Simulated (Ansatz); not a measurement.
## Equation of state of BP from a dense series

```yaml
crystal:
  lattice:
    - [0.00000, 2.26900, 2.26900]
    - [2.26900, 0.00000, 2.26900]
    - [2.26900, 2.26900, 0.00000]
  atoms:
    - { symbol: B, position: [0.00000, 0.00000, 0.00000] }
    - { symbol: P, position: [0.75000, 0.75000, 0.75000] }
```

Atoms are numbered in the order listed.

The geometry is COD entry 9008835, unchecked; take it as a test cell.

Method: DFT, LDA, all-electron LAPW, scalar-relativistic in Ansatz 0.2.0.

Sampling and basis: a Γ-centred 15×15×15 k mesh, Fermi–Dirac smearing of 0.05 eV, basis error target 1 meV/atom, no spin polarisation.

The cell is scaled evenly. Fractional coordinates are held (clamped ions).

```tsv
V (Å³/atom)	P (GPa)
10.981	5.61
11.214	1.63
11.448	-1.98
11.565	-3.65
11.682	-5.24
11.798	-6.76
11.915	-8.21
12.383	-13.32
```

Problem. Fit a third-order Birch–Murnaghan curve to the pressures.

Solution. P = (3B0/2)(y^(7/2) − y^(5/2))[1 + (3/4)(B0′ − 4)(y − 1)] with y = (V0/V)^(2/3) fits within 0.01 GPa for V0 = 11.317 Å³/atom, B0 = 175.6 GPa and B0′ = 3.80.

Problem. Predict the pressure at the withheld volume, 12.149 Å³/atom.

Solution. There y = 0.9538, so the fit gives -10.89 GPa; the run gave -10.89 GPa.
